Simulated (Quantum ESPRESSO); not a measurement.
Here is a Quantum ESPRESSO 7.5 calculation.

The input pw.in:

```
&CONTROL
  calculation = 'scf'
  prefix = 'pwscf'
  outdir = './tmp'
  pseudo_dir = './pseudo'
  tprnfor = .true.
  tstress = .true.
  disk_io = 'low'
/
&SYSTEM
  ibrav = 0
  A = 4.32841274
  nat = 2
  ntyp = 2
  ecutwfc = 86
  nbnd = 22
  occupations = 'smearing'
  smearing = 'fd'
  degauss = 0.00367493
/
&ELECTRONS
  conv_thr = 4d-10
  electron_maxstep = 120
  mixing_beta = 0.5
/
ATOMIC_SPECIES
Pb   207.2000 Pb.upf
Se    78.9710 Se.upf
CELL_PARAMETERS alat
   0.0000000000    0.7071067811    0.7071067811
   0.7071067811    0.0000000000    0.7071067811
   0.7071067811    0.7071067811    0.0000000000
ATOMIC_POSITIONS alat
Pb     0.0000000000    0.0000000000    0.0000000000
Se     0.7071067811    0.7071067811    0.7071067811
K_POINTS automatic
8 8 8 0 0 0
```

File bands.in:

```
&CONTROL
  calculation = 'bands'
  prefix = 'pwscf'
  outdir = './tmp'
  pseudo_dir = './pseudo'
  disk_io = 'low'
  verbosity = 'high'
/
&SYSTEM
  ibrav = 0
  A = 4.32841274
  nat = 2
  ntyp = 2
  ecutwfc = 86
  nbnd = 22
  occupations = 'smearing'
  smearing = 'fd'
  degauss = 0.00367493
/
&ELECTRONS
  conv_thr = 1d-08
  electron_maxstep = 120
  mixing_beta = 0.5
  diago_full_acc = .true.
/
ATOMIC_SPECIES
Pb   207.2000 Pb.upf
Se    78.9710 Se.upf
CELL_PARAMETERS alat
   0.0000000000    0.7071067811    0.7071067811
   0.7071067811    0.0000000000    0.7071067811
   0.7071067811    0.7071067811    0.0000000000
ATOMIC_POSITIONS alat
Pb     0.0000000000    0.0000000000    0.0000000000
Se     0.7071067811    0.7071067811    0.7071067811
K_POINTS crystal
60
 0.0000000000  0.0000000000  0.0000000000 1
 0.0625000000  0.0000000000  0.0625000000 1
 0.1250000000  0.0000000000  0.1250000000 1
 0.1875000000  0.0000000000  0.1875000000 1
 0.2500000000  0.0000000000  0.2500000000 1
 0.3125000000  0.0000000000  0.3125000000 1
 0.3750000000  0.0000000000  0.3750000000 1
 0.4375000000  0.0000000000  0.4375000000 1
 0.5000000000  0.0000000000  0.5000000000 1
 0.5000000000  0.0625000000  0.5625000000 1
 0.5000000000  0.1250000000  0.6250000000 1
 0.5000000000  0.1875000000  0.6875000000 1
 0.5000000000  0.2500000000  0.7500000000 1
 0.4375000000  0.3125000000  0.7500000000 1
 0.3750000000  0.3750000000  0.7500000000 1
 0.3375000000  0.3375000000  0.6750000000 1
 0.3000000000  0.3000000000  0.6000000000 1
 0.2625000000  0.2625000000  0.5250000000 1
 0.2250000000  0.2250000000  0.4500000000 1
 0.1875000000  0.1875000000  0.3750000000 1
 0.1500000000  0.1500000000  0.3000000000 1
 0.1125000000  0.1125000000  0.2250000000 1
 0.0750000000  0.0750000000  0.1500000000 1
 0.0375000000  0.0375000000  0.0750000000 1
 0.0000000000  0.0000000000  0.0000000000 1
 0.0625000000  0.0625000000  0.0625000000 1
 0.1250000000  0.1250000000  0.1250000000 1
 0.1875000000  0.1875000000  0.1875000000 1
 0.2500000000  0.2500000000  0.2500000000 1
 0.3125000000  0.3125000000  0.3125000000 1
 0.3750000000  0.3750000000  0.3750000000 1
 0.4375000000  0.4375000000  0.4375000000 1
 0.5000000000  0.5000000000  0.5000000000 1
 0.5250000000  0.4500000000  0.5250000000 1
 0.5500000000  0.4000000000  0.5500000000 1
 0.5750000000  0.3500000000  0.5750000000 1
 0.6000000000  0.3000000000  0.6000000000 1
 0.6250000000  0.2500000000  0.6250000000 1
 0.5833333333  0.2500000000  0.6666666667 1
 0.5416666667  0.2500000000  0.7083333333 1
 0.5000000000  0.2500000000  0.7500000000 1
 0.5000000000  0.2857142857  0.7142857143 1
 0.5000000000  0.3214285714  0.6785714286 1
 0.5000000000  0.3571428571  0.6428571429 1
 0.5000000000  0.3928571429  0.6071428571 1
 0.5000000000  0.4285714286  0.5714285714 1
 0.5000000000  0.4642857143  0.5357142857 1
 0.5000000000  0.5000000000  0.5000000000 1
 0.4821428571  0.4821428571  0.5357142857 1
 0.4642857143  0.4642857143  0.5714285714 1
 0.4464285714  0.4464285714  0.6071428571 1
 0.4285714286  0.4285714286  0.6428571429 1
 0.4107142857  0.4107142857  0.6785714286 1
 0.3928571429  0.3928571429  0.7142857143 1
 0.3750000000  0.3750000000  0.7500000000 1
 0.6250000000  0.2500000000  0.6250000000 1
 0.5937500000  0.1875000000  0.5937500000 1
 0.5625000000  0.1250000000  0.5625000000 1
 0.5312500000  0.0625000000  0.5312500000 1
 0.5000000000  0.0000000000  0.5000000000 1
```

Potentials or basis: PseudoDojo 0.4.1 SR LDA standard.

Run with:

```bash
$ OMP_NUM_THREADS=1 pw.x -in pw.in > pw.out
$ OMP_NUM_THREADS=1 pw.x -in bands.in > bands.out
```

Estimate the band gap along the path.

0.19 eV, direct.

What does it give for the band gap on the k mesh?

0.19 eV, direct.

Levels at the corners of the path, in eV from the valence-band top:
| point | band 12 | band 13 | band 14 | band 15 | band 16 | band 17 | band 18 | band 19 |
| --- | --- | --- | --- | --- | --- | --- | --- | --- |
| Γ | -6.43 | -1.82 | -1.82 | -1.82 | 4.62 | 4.62 | 4.62 | 6.54 |
| X | -7.49 | -4.98 | -3.20 | -3.20 | 3.67 | 5.53 | 5.53 | 5.97 |
| W | -8.10 | -4.21 | -4.21 | -0.75 | 1.80 | 4.92 | 4.92 | 7.69 |
| K | -8.12 | -4.57 | -2.69 | -2.39 | 3.34 | 3.96 | 5.39 | 5.79 |
| Γ | -6.43 | -1.82 | -1.82 | -1.82 | 4.62 | 4.62 | 4.62 | 6.54 |
| L | -8.87 | -1.41 | -1.41 | 0.00 | 0.19 | 1.64 | 1.64 | 8.46 |
| U | -8.12 | -4.57 | -2.69 | -2.39 | 3.34 | 3.96 | 5.39 | 5.79 |
| W | -8.10 | -4.21 | -4.21 | -0.75 | 1.80 | 4.92 | 4.92 | 7.69 |
| L | -8.87 | -1.41 | -1.41 | 0.00 | 0.19 | 1.64 | 1.64 | 8.46 |
| K | -8.12 | -4.57 | -2.69 | -2.39 | 3.34 | 3.96 | 5.39 | 5.79 |
| U | -8.12 | -4.57 | -2.69 | -2.39 | 3.34 | 3.96 | 5.39 | 5.79 |
| X | -7.49 | -4.98 | -3.20 | -3.20 | 3.67 | 5.53 | 5.53 | 5.97 |

Caveat: spin-orbit coupling is left out, which as a rule narrows the gap of such compounds by several tenths of an eV.

**Experimental background.**

From a printed reference work, monograph, for a bulk crystal of PbSe at 4.2 K: band gap 0.15 eV (direct).

Against the measured gap of PbSe, 0.15 eV (direct; 4.2 K; a printed reference work, monograph), the calculated 0.19 eV is off by +0.04 eV. 2 values of this kind are on record (0.15 to 0.28 eV); this one was drawn at random. Spin-orbit coupling on Pb, Se is left out. The value is that of LDA, without temperature or zero-point motion.
